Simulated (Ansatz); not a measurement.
**Fluorine, solid alpha-F2 under LDA: structure, energy and stiffness**

The plan for fluorine in the solid alpha-F2 structure: relax it, solve it on a dense k-mesh, then scale the cell to 7 volumes from 88 to 112 % of the relaxed one and try a fit of the equation of state. Spin polarisation is left out. The k-meshes are 6×6×3 for the relaxation; 11×11×5 for the dense run; 11×11×5 for the volumes. The starting cell is the measured one, from the Crystallography Open Database.

Method: DFT LDA (PW92), plane waves (420 eV) with PAW, scalar-relativistic; the PAW data stem from PBE, with regenerated cores, in Ansatz 0.2.0.

**1. The starting structure**

Symmetry: C2/c, No. 15, monoclinic system. Conventional cell: a = 5.500 Å, b = 3.280 Å, c = 7.280 Å, α = 90.00°, β = 102.17°, γ = 90.00°. F (site symmetry 1) is surrounded by 1 F at 1.49 Å.

Coordinates:

```xyz
4
Lattice="2.7500 -1.6400 0.0000 2.7500 1.6400 0.0000 -1.5347 0.0000 7.1164" Properties=species:S:1:pos:R:3 pbc="T T T"
F     4.1645   -0.6002    0.7095
F     0.5682   -0.6002    2.8487
F    -0.1992    0.6002    6.4069
F     3.3971    0.6002    4.2677
```

**2. Geometry optimisation**

Contents of input.yaml:

```yaml
crystal:
  lattice:
    - [2.75, -1.64, 0.0]
    - [2.75, 1.64, 0.0]
    - [-1.53472, 0.0, 7.11639]
  atoms:
    - { symbol: F, position: [0.968, 0.602, 0.0997] }
    - { symbol: F, position: [0.398, 0.032, 0.4003] }
    - { symbol: F, position: [0.032, 0.398, 0.9003] }
    - { symbol: F, position: [0.602, 0.968, 0.5997] }
hamiltonian:
  xc: lda
  pseudopotentials:
    kind: paw
    azcp:
      F: "pseudopotentials/F.paw.azcp"
basis:
  ecutwfc: 420
  fft_grid_basis: typed
kpoints:
  mp_grid: { grid: [6, 6, 3], shift: [0, 0, 0] }
magnetization:
  spin_polarized: false
scf:
  occupations: { method: fermi_dirac, width: 0.05 }
relax:
  max_steps: 60
  f_tol: 0.01
  cell: {}
```

After this run come: Single point on a dense mesh; At 88 % of the relaxed volume; At 92 % of the relaxed volume; At 96 % of the relaxed volume; At 100 % of the relaxed volume; At 104 % of the relaxed volume; At 108 % of the relaxed volume; At 112 % of the relaxed volume.

What does the calculation give? Wanted: space group; conventional cell; volume; shortest distance; gap on the mesh; relative to F2 molecule; V₀, B₀, B₀′.

**Answer**, as computed:

| quantity | value |
| --- | --- |
| space group (spins left aside) | C2/c (No. 15) |
| conventional cell | a = 4.909 Å, b = 3.050 Å, c = 6.117 Å, β = 90.84° |
| volume | 11.446 Å³/atom |
| shortest distance | 1.402 Å |
| against the measured volume | -28.7 % (16.047 Å³/atom) |
| gap on the mesh | 2.63 eV |
| relative to F2 molecule | -119 meV/atom |
| V₀, B₀, B₀′ | 11.446 Å³/atom, 76 GPa, 4.4 |

What this shows: Against experiment, LDA misses the volume by -28.7 %. Against the reference form of fluorine (F2 molecule, computed apart with the same settings) it stands 119 meV/atom lower, so this level prefers it, against what is seen in nature. It has a gap of 2.63 eV on the mesh. The mesh samples the bands at few points and may miss the band edges. The fitted modulus is 76 GPa; even scaling stretches the bonds with the cell, so it lies well above the modulus that a cell free to change shape would show. Relaxation kept the symmetry; phonons were not checked.

The gaps are Kohn-Sham values of a semilocal functional, not quasiparticle or optical gaps. Such gaps usually fall short of the measured ones.
